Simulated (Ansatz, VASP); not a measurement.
# BN (Qingsongite) in two plane-wave programs

Aim: how closely do two programs agree when they are given the same cell, functional and k mesh? The cell is taken from a series of VASP runs on this material, whose earlier steps may have relaxed, scaled or displaced it; both programs get it as it stands.

Method: plane waves, with VASP 6.6.1 beside it; relaxation of cell and atoms at LDA, in Ansatz 0.2.0.

### Step 1. Set-up

It takes space group F-43m (No. 216, cubic). Conventional cell: a = 3.584 Å, b = 3.584 Å, c = 3.584 Å, α = 90.00°, β = 90.00°, γ = 90.00°. Nearest to N lie 4 B at 1.55 Å. Nearest to B lie 4 N at 1.55 Å. Farther neighbours and most contacts between anions are not listed.

Coordinates:

```cif
data_structure
_symmetry_space_group_name_H-M 'P 1'
_symmetry_Int_Tables_number 1
_cell_length_a 2.5340
_cell_length_b 2.5340
_cell_length_c 2.5340
_cell_angle_alpha 60.000
_cell_angle_beta 60.000
_cell_angle_gamma 60.000
_cell_volume 11.51
loop_
_atom_site_label
_atom_site_type_symbol
_atom_site_fract_x
_atom_site_fract_y
_atom_site_fract_z
_atom_site_occupancy
N1 N 0.75000 0.75000 0.75000 1
B2 B 0.00000 0.00000 0.00000 1
```

### Step 2. Ansatz: relaxation of cell and atoms, LDA

Ansatz runs on its default PAW (the set named soft_2) files.

The relaxed volume is the usual yardstick between codes: its relative difference is about their pressure difference at one cell divided by the bulk modulus.

input.yaml

```yaml
crystal:
  lattice:
    - [0.0, 1.7918006284, 1.7918006284]
    - [1.7918006284, 0.0, 1.7918006284]
    - [1.7918006284, 1.7918006284, 0.0]
  atoms:
    - { symbol: "N", position: [0.75, 0.75, 0.75] }
    - { symbol: B, position: [0.0, 0.0, 0.0] }
hamiltonian:
  xc: lda
  pseudopotentials: { kind: paw }
kpoints:
  mp_grid: { grid: [10, 10, 10] }
scf:
  occupations: { method: gaussian, width: 0.03 }
relax:
  f_tol: 0.01
  max_steps: 60
  cell: { stress_tol: 0.05 }
output:
  forces: true
  stress: true
```

On the command line:

```console
$ ansatz run input.yaml --threads 4 --pin off --max-ram 9216MiB --backend cpu --events-out ev --progress --plain --runs-dir out
```

Numbers of over 12 decimals in the logs are rounded to 6 here.

The log of the run:

```text
Engine: ansatz 0.2.0, aarch64-unknown-linux-gnu
Pseudopotentials: kind: paw
Pseudopotential: N, paw, valence charge 5, recommended cutoff 420 eV (normal), N.paw.azcp
Pseudopotential: B, paw, valence charge 3, recommended cutoff 420 eV (normal), B.paw.azcp
Functional definition: SPW92
  exchange = slater_x
  correlation = pw_c
Crystal: 2 atoms, lattice volume = 11.505 Å³
Basis set: ecut = 420 eV, 229 PW (Γ)
Bands: 8, of which v1, the nominal top of the filled ones, is band 4 counted from 1 (3 counted from 0)
Symmetry: 24 space group operations
Space group: F-43m (ITA 216), of the structure as read, at distance tolerance 2.3e-5 Å
k-points: 47 of 1000 (time reversal used)
Non-local potential: N, projectors of the file, l = 0: 2, l = 1: 2, l = 2: 1
Non-local potential: B, projectors of the file, l = 0: 2, l = 1: 2, l = 2: 1
PAW form: soft (Blöchl's): semilocal exchange-correlation on the pseudo side does not see the compensation charge
PAW frozen core: N, regenerated for the run's functional, and the local potential with it (the file was generated under x = pbe(κ = 0.804, μ = 0.219515), c = pbe(β = 0.066725))
PAW frozen core: B, regenerated for the run's functional, and the local potential with it (the file was generated under x = pbe(κ = 0.804, μ = 0.219515), c = pbe(β = 0.066725))
PAW one-centre angular grid: N, 110 points (default); XC on 64 Gauss nodes
PAW one-centre angular grid: B, 110 points (default); XC on 64 Gauss nodes
Initial density: superposition of atomic densities (neutral atoms: chi_scale 0, normalization atom), corrected by the library's trained network
Initial wavefunctions: pseudopotential atomic-orbital guess
Functional: x = slater, c = lda
SCF iter   1: F=—  HF=-526.470076 eV  |F-HF|=—  |Δ(HF+E_count)|=         —  Δρ=7.87e-3  dr2=5.22e-3  ethr=1.77e-3  ⟨swp⟩=4.5  Hψ=2390  notcnv=0
preconditioner: auto → none  [insulator: Δε(μ)=4.327 eV  Ē_g=20.191 eV  σ=0.030 eV  W_gap=1.00  n_scr=0 (ndim 8)  ℏωp=31.0 eV  f_vac=0.000  D(μ)=0.00/eV (n_scr^D=0)  ε∞_Penn≈3.4]
SCF iter   2: F=—  HF=-526.468625 eV  |F-HF|=—  |Δ(HF+E_count)|=   1.45e-3  Δρ=3.28e-3  dr2=4.54e-4  ethr=6.52e-5  ⟨swp⟩=2.1  Hψ=960  notcnv=0
SCF iter   3: F=—  HF=-526.468484 eV  |F-HF|=—  |Δ(HF+E_count)|=   1.41e-4  Δρ=1.39e-3  dr2=7.17e-5  ethr=5.67e-6  ⟨swp⟩=2.1  Hψ=550  notcnv=0
SCF iter   4: F=—  HF=-526.468463 eV  |F-HF|=—  |Δ(HF+E_count)|=   2.08e-5  Δρ=2.96e-4  dr2=3.22e-6  ethr=8.96e-7  ⟨swp⟩=1.0  Hψ=376  notcnv=0
iter 5 did not close the SCF: its close was put off for the readings that it lacked (scf_convergence_deferred on its scf_iter line)
SCF iter   5: F=-526.468463 eV  HF=-526.468463 eV  |F-HF|=8.30e-9  |Δ(HF+E_count)|=   8.53e-7  Δρ=2.80e-5  dr2=3.28e-8  ethr=4.03e-8  ⟨swp⟩=1.1  Hψ=392  notcnv=0
SCF iter   6: F=-526.468463 eV  HF=-526.468463 eV  |F-HF|=3.98e-12  |Δ(HF+E_count)|=   3.76e-9  Δρ=1.58e-6  dr2=6.03e-11  ethr=4.10e-10  ⟨swp⟩=1.9  Hψ=1214  notcnv=0
SCF 1 converged in 6 iterations: F = -526.468463 eV  dr2 = 6.03e-11
  greatest PAW one-centre occupation: 0.782 electrons in one spin orbital (limit 2), on the N atom at site 0 (counted from 0), in its partial waves of l = 0
relax step   1: F+E_penalty+E_count = -526.46846252 eV  Δ(F+E_penalty+E_count) = +0.000e0 eV  max|allowed force component| = 4.441e-16 eV/Å  Δτ_max = 0.0000 Å  P = -1.041 GPa  Ω = 11.505 Å³  (6 SCF iters, dr2 threshold 1.00e-7 eV, accepted)
[...]
relax step   2: F+E_penalty+E_count = -526.46868300 eV  Δ(F+E_penalty+E_count) = -2.205e-4 eV  max|allowed force component| = 5.551e-17 eV/Å  Δτ_max = 0.0000 Å  P = -0.432 GPa  Ω = 11.488 Å³  energy of the carried Pulay correction = +1.424e-4 eV  (4 SCF iters, dr2 threshold 2.00e-7 eV, accepted)
[...]
relax step   3: F+E_penalty+E_count = -526.46879975 eV  Δ(F+E_penalty+E_count) = -1.167e-4 eV  max|allowed force component| = 3.932e-17 eV/Å  Δτ_max = 0.0000 Å  P = -0.004 GPa  Ω = 11.476 Å³  energy of the carried Pulay correction = +2.431e-4 eV  (3 SCF iters, dr2 threshold 2.00e-7 eV, accepted)
[...]
relax step   4: F+E_penalty+E_count = -526.46876632 eV  Δ(F+E_penalty+E_count) = +3.343e-5 eV  max|allowed force component| = 9.483e-17 eV/Å  Δτ_max = 0.0000 Å  P = -0.030 GPa  Ω = 11.476 Å³  stress off target by 3.03e-2 GPa  SCF on the basis re-selected at this cell (its energy is not comparable with the rows above)  (5 SCF iters)
basis re-selected at this cell: Δ(F+E_penalty+E_count) = +3.343e-5 eV, ΔP = -0.027 GPa vs the last step (what re-selecting the basis moved, of the pressure what is left beyond the Pulay correction that the steps carried, after the strain that the cell walked since its last selection, with what the two solves' SCF thresholds leave and, on support functions, any second-order correction that the steps lacked; it is no m [...]
SCF converged after 5 iterations
Free energy (F): -526.468766 eV
Harris-Foulkes:  -526.468766 eV  (|F-HF|=0.00e0)
Internal energy: -526.468766 eV  (E = F + TS)
E sigma→0 (E₀):  -526.468766 eV
Fermi energy:    13.588046 eV
--- Per-component energies (eV) ---
  E_band       = 27.366907
  E_kinetic    = 186.867445
  E_local      = -173.760793  (includes V_loc(G=0)·N_el)
  E_nonlocal   = 58.777643
  E_hartree    = 47.870024
  E_xc         = -92.987004
  E_vxc        = -116.098059  (∫ρ·V_xc dr)
  E_paw        = -191.533583  (= ΣΔE_a)
  E_vpaw       = -24.159474  (= ΣTr[D̂ρ^β])
  E_aug_tail   = 0.000098  (compensation charges beyond the density's cutoff)
  E_ewald      = -361.828475
  E_core_change = 0.125878  (= ΣΔE_core)
  E_smearing   = -0.000000  (= −TS)
  E_closure    = 0.000000  (closes the sum)
  Σ components = -526.468766   (vs F -526.468766, Δ=0.00e0)
--- Forces (eV/Å), atoms counted from 1 ---
  atom   1  N      0.00000000     0.00000000     0.00000000
  atom   2  B     -0.00000000     0.00000000     0.00000000
  max |Σ_I F_I| component: 1.39e-16 eV/Å
--- Stress (GPa, compression-positive) ---
       -0.030258      -0.000000      -0.000000
       -0.000000      -0.030258       0.000000
       -0.000000       0.000000      -0.030258
  P = ⅓ Tr σ = -0.0303 GPa (-0.303 kbar)
--- Relaxed structure (3 steps of the walk, 3 accepted, 1 SCFs on fresh bases) ---
  F+E_penalty+E_count = -526.46876632 eV   max|allowed force component| = 9.483e-17 eV/Å   (the final SCF, on the basis selected at the relaxed cell)
  cell:  # Å, volume = 11.4764 Å³
    - [0, 1.790297, 1.790297]
    - [1.790297, 0, 1.790297]
    - [1.790297, 1.790297, 0]
  atoms:
    - { symbol: N, position: [0.75, 0.75, 0.75] }
    - { symbol: B, position: [0, 0, 0] }
```

Elapsed: 0.87 s, on 4 threads of Arm Neoverse V1, shared host; peak memory 0.25 GiB; 2.5 s of CPU time.

### Step 3. VASP: relaxation of cell and atoms, LDA

The same cell, functional (in two slightly different forms), mesh and smearing now go to VASP, with its own data sets and cutoff.

Lines of VASP's logs that name or quote its potential files are left out, and so is its time.

INCAR

```
SYSTEM = BN
PREC = Accurate
ENCUT = 520
EDIFF = 1E-06
NELM = 100
ISMEAR = 0
SIGMA = 0.03
LREAL = .FALSE.
ALGO = Normal
GGA = CA
NBANDS = 10
LORBIT = 11
LWAVE = .FALSE.
LCHARG = .FALSE.
KPAR = 8
IBRION = 2
NSW = 50
ISIF = 3
EDIFFG = -0.006
```

POSCAR

```
BN
1.0
    0.0000000000      1.7918006284      1.7918006284
    1.7918006284      0.0000000000      1.7918006284
    1.7918006284      1.7918006284      0.0000000000
N B
1 1
Direct
    0.7500000000      0.7500000000      0.7500000000
    0.0000000000      0.0000000000      0.0000000000
```

KPOINTS

```
Automatic mesh
0
Gamma
10 10 10
0 0 0
```

The projector-augmented-wave data sets are N and B (LDA family, release 64).

On the command line:

```console
$ mpirun -np 8 vasp_std
```

The log of the run:

```text
[banner, memory and clock lines left out]
running    8 mpi-ranks, on    1 nodes
 distrk:  each k-point on    1 cores,    8 groups
 distr:  one band on    1 cores,    1 groups

 POSCAR found type information on POSCAR N B
 POSCAR found :  2 types and       2 ions
|                                                                             |
|           W    W    AA    RRRRR   N    N  II  N    N   GGGG   !!!           |
|           W    W   A  A   R    R  NN   N  II  NN   N  G    G  !!!           |
|           W    W  A    A  R    R  N N  N  II  N N  N  G       !!!           |
|           W WW W  AAAAAA  RRRRR   N  N N  II  N  N N  G  GGG   !            |
|           WW  WW  A    A  R   R   N   NN  II  N   NN  G    G                |
|           W    W  A    A  R    R  N    N  II  N    N   GGGG   !!!           |
|                                                                             |
|     For optimal performance we recommend to set                             |
|       NCORE = 2 up to number-of-cores-per-socket                            |
|     NCORE specifies how many cores store one orbital (NPAR=cpu/NCORE).      |
|     This setting can greatly improve the performance of VASP for DFT.       |
|     The default, NCORE=1 might be grossly inefficient on modern             |
|     multi-core architectures or massively parallel machines. Do your        |
|     Unfortunately you need to use the default for GW and RPA                |
|     calculations (for HF NCORE is supported but not extensively tested      |
|     yet).                                                                   |
|                                                                             |

 LDA part: xc-table for (Slater(with rela. corr.)+CA(PZ))
 , standard interpolation
 POSCAR, INCAR and KPOINTS ok, starting setup
 FFT: planning ... GRIDC
 FFT: planning ... GRID_SOFT
 FFT: planning ... GRID
 WAVECAR not read
 entering main loop
       N       E                     dE             d eps       ncg     rms          rms(c)
DAV:   1     0.482375743690E+01    0.48238E+01   -0.50637E+03  1004   0.791E+02
DAV:   2    -0.202593151567E+02   -0.25083E+02   -0.24540E+02  1146   0.155E+02
DAV:   3    -0.205929428420E+02   -0.33363E+00   -0.33320E+00  1090   0.152E+01
DAV:   4    -0.205933754908E+02   -0.43265E-03   -0.43264E-03  1014   0.617E-01
DAV:   5    -0.205933759202E+02   -0.42935E-06   -0.42934E-06  1072   0.197E-02    0.665E+00
DAV:   6    -0.195646118629E+02    0.10288E+01   -0.33320E+00   960   0.113E+01    0.317E+00
DAV:   7    -0.194465044319E+02    0.11811E+00   -0.96277E-02  1036   0.264E+00    0.180E+00
DAV:   8    -0.194140848180E+02    0.32420E-01   -0.50413E-02  1046   0.161E+00    0.186E-01
DAV:   9    -0.194139330546E+02    0.15176E-03   -0.89225E-04  1022   0.277E-01    0.827E-02
DAV:  10    -0.194139174397E+02    0.15615E-04   -0.43223E-05  1064   0.668E-02    0.138E-02
DAV:  11    -0.194139179043E+02   -0.46459E-06   -0.18544E-06   728   0.971E-03
   1 F= -.19413918E+02 E0= -.19413918E+02  d E =-.194139E+02
 curvature:   0.00 expect dE= 0.000E+00 dE for cont linesearch  0.000E+00
 trial: gam= 0.00000 g(F)=  0.811E-47 g(S)=  0.405E-07 ort = 0.000E+00 (trialstep = 0.100E+01)
 search vector abs. value=  0.406E-07
 reached required accuracy - stopping structural energy minimisation
```

OUTCAR, selected parts (step 3):

```text
ion  position               nearest neighbor table
   1  0.750  0.750  0.750-   2 1.55   2 1.55   2 1.55   2 1.55
   2  0.000  0.000  0.000-   1 1.55   1 1.55   1 1.55   1 1.55

  LATTYP: Found a face centered cubic cell.
 ALAT       =     3.5836012568

 Subroutine GETGRP returns: Found 24 space group operations
 (whereof 24 operations were pure point group operations)

The static configuration has the point symmetry T_d .

 Found     47 irreducible k-points:

   k-points           NKPTS =     47   k-points in BZ     NKDIM =     47   number of bands    NBANDS=     10

   dimension x,y,z NGX =    20 NGY =   20 NGZ =   20
   dimension x,y,z NGXF=    40 NGYF=   40 NGZF=   40

   ENCUT  =  520.0 eV  38.22 Ry    6.18 a.u.   4.71  4.71  4.71*2*pi/ulx,y,z

   NELECT =       8.0000    total number of electrons

 k-points in reciprocal lattice and weights: Automatic mesh
   0.00000000  0.00000000  0.00000000       0.001
   0.10000000  0.00000000  0.00000000       0.008
   0.20000000  0.00000000  0.00000000       0.008
   0.30000000  0.00000000  0.00000000       0.008
   0.40000000  0.00000000  0.00000000       0.008
   0.50000000  0.00000000  0.00000000       0.004
   0.10000000  0.10000000  0.00000000       0.006
   0.20000000  0.10000000  0.00000000       0.024
   0.30000000  0.10000000  0.00000000       0.024
[...]
-0.30000000  0.40000000  0.20000000       0.024
  -0.30000000  0.50000000  0.20000000       0.012

 average (electrostatic) potential at core
       1 -59.8036       2 -29.2075

 E-fermi :   7.8692

 k-point     1 :       0.0000    0.0000    0.0000
  band No.  band energies     occupation
      1     -12.6492      2.00000
      2       7.7198      2.00000
      3       7.7198      2.00000
      4       7.7198      2.00000
      5      16.5265      0.00000
      6      16.5265      0.00000
      7      16.5265      0.00000
      8      18.5875      0.00000
      9      32.7066      0.00000
    ...

 k-point     2 :       0.1000    0.0000    0.0000
  band No.  band energies     occupation
      1     -12.4001      2.00000
      2       6.4365      2.00000
      3       7.4562      2.00000
      4       7.4562      2.00000
      5      16.8786      0.00000
      6      16.9223      0.00000
      7      16.9223      0.00000
      8      19.3122      0.00000
      9      32.2636      0.00000
    ...

 k-point     3 :       0.2000    0.0000    0.0000
  band No.  band energies     occupation
      1     -11.6656      2.00000
      2       3.6818      2.00000
      3       6.8665      2.00000
      4       6.8665      2.00000
      5      17.3865      0.00000
      6      17.7357      0.00000
      7      17.7357      0.00000
      8      20.8467      0.00000
      9      31.5294      0.00000
    ...

  Total       -0.0007477     -0.0007477     -0.0007477      0.0000000      0.0000000     -0.0000000
  in kB       -0.1041157     -0.1041157     -0.1041157      0.0000000      0.0000000     -0.0000000
  external PRESSURE =      -0.1041157 kB  Pullay stress =       0.0000000 kB

  energy-cutoff  :      520.00
  volume of cell :       11.51
      direct lattice vectors                 reciprocal lattice vectors
     0.000000000  1.791800628  1.791800628    -0.279048903  0.279048903  0.279048903
     1.791800628  0.000000000  1.791800628     0.279048903 -0.279048903  0.279048903
     1.791800628  1.791800628  0.000000000     0.279048903  0.279048903 -0.279048903

 POSITION                                       TOTAL-FORCE (eV/Angst)
 -----------------------------------------------------------------------------------
      2.68770      2.68770      2.68770        -0.000000     -0.000000     -0.000000
      0.00000      0.00000      0.00000         0.000000      0.000000      0.000000
 -----------------------------------------------------------------------------------
    total drift:                                0.000000      0.000000      0.000000

  FREE ENERGIE OF THE ION-ELECTRON SYSTEM (eV)
  ---------------------------------------------------
  free  energy   TOTEN  =       -19.4139179043 eV

  energy  without entropy=      -19.4139179043  energy(sigma->0) =      -19.41391790

 reached required accuracy - stopping structural energy minimisation

 total charge
# of ion       s       p       d       tot
------------------------------------------
    1        1.202   2.761   0.000   3.963
    2        0.682   1.409   0.000   2.091
--------------------------------------------------
tot          1.884   4.170   0.000   6.055

[... 3 further parts left out ...]
```

CONTCAR:

```
BN
   1.00000000000000
     0.0000000000000000    1.7918006284000001    1.7918006284000001
     1.7918006284000001    0.0000000000000000    1.7918006284000001
     1.7918006284000001    1.7918006284000001    0.0000000000000000
  N               B
     1     1
Direct
     0.7500000000000000    0.7500000000000000    0.7500000000000000
     0.0000000000000000    0.0000000000000000    0.0000000000000000
```

### Step 4. Comparison

Known differences besides the potentials themselves: the two LDA forms differ slightly; both relaxations stop at a tolerance, which leaves soft axes loose, and VASP keeps its plane-wave basis; the cutoff is 420 eV in Ansatz and 520 eV in VASP; VASP's log shows a relativistic correction to its local exchange, Ansatz's none; Ansatz adds a Pulay correction to the stress that steers its cell, VASP none. Total energies have different zeros and are not compared.

Both answers:

```csv
quantity,Ansatz,VASP,difference
volume (Å³),11.48,11.51,-0.25 %
"edge a after relaxation, in the typed setting (Å)",2.532,2.534,-0.08 %
```

The walks stopped with -0.03 GPa left in Ansatz and -0.01 GPa in VASP; each walk ends within a tolerance, so the volume difference is uncertain by about these residues over the bulk modulus, most in soft cells.

### Step 5. Summary of results

```
difference in volume (relaxation of cell and atoms, LDA) : -0.25 %
```

In words: The difference in volume is -0.25 % (relaxation of cell and atoms, LDA), within the 1.2 % picked in this series as the mark of a large difference, as far as the stopping tolerances let one tell. How closely two codes agree says nothing of how well the functional describes the real material.

[Lines on the potential files, build, host, timing and source positions are cut from VASP's logs without a mark.]

[Logs are printed without paths, hosts, clocks, repeated set-up lines and the standing remarks that a program may print on its own settings, such as how far it seeks lower states.]

[Hosts, paths, dates, database ids (printed as entryN), source tags and the programs' standing remarks are cut or masked in the printed files.]
